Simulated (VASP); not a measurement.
**F2: single point with HSE06**

Molecule: F2, in a box.

```
CELL_PARAMETERS angstrom
10.00000 0.00000 0.00000
0.00000 10.50000 0.00000
0.00000 0.00000 11.00000
ATOMIC_POSITIONS crystal
F 0.50000 0.50000 0.43594
F 0.50000 0.50000 0.56407
```

| Item | Value |
| --- | --- |
| Program | VASP 6.6.1 |
| Task | single point |
| Functional | HSE06 |
| Potentials or basis | VASP PAW PBE potentials, release 64 (F) |
| Cutoff | 520 eV |
| k mesh | 1 × 1 × 1 |
| Occupations | gaussian, width 0.02 eV |
| Spin | no spin polarisation |
| Grid for exact exchange (PRECFOCK) | Fast |
| Screening parameter | 0.2 1/A |
| Further INCAR settings | ALGO = Normal; EDIFF = 1e-06; NBANDS = 14 |

```yaml
Largest_force: 0.764 eV/Å
Gap_between_the_frontier_levels: 6.98 eV
```

Forces in eV/Å, atoms in the order of the input:
```
F    0.000  0.000  0.764
F    0.000  0.000 -0.764
```

Levels at points of the mesh, in eV from the valence-band top:
| k point | band 3 | band 4 | band 5 | band 6 | band 7 | band 8 | band 9 | band 10 | band 11 | band 12 |
| --- | --- | --- | --- | --- | --- | --- | --- | --- | --- | --- |
| (0.00, 0.00, 0.00) | -5.13 | -3.56 | -3.56 | 0.00 | 0.00 | 6.98 | 11.09 | 12.30 | 12.35 | 12.45 |

It took 4.3 min on 1 thread of Intel(R) Xeon(R) Platinum 8488C (Sapphire Rapids), with other jobs on the host, peak memory 1 GiB.

Caveat: the PAW data sets were made with another functional, which shifts forces and pressure a little.
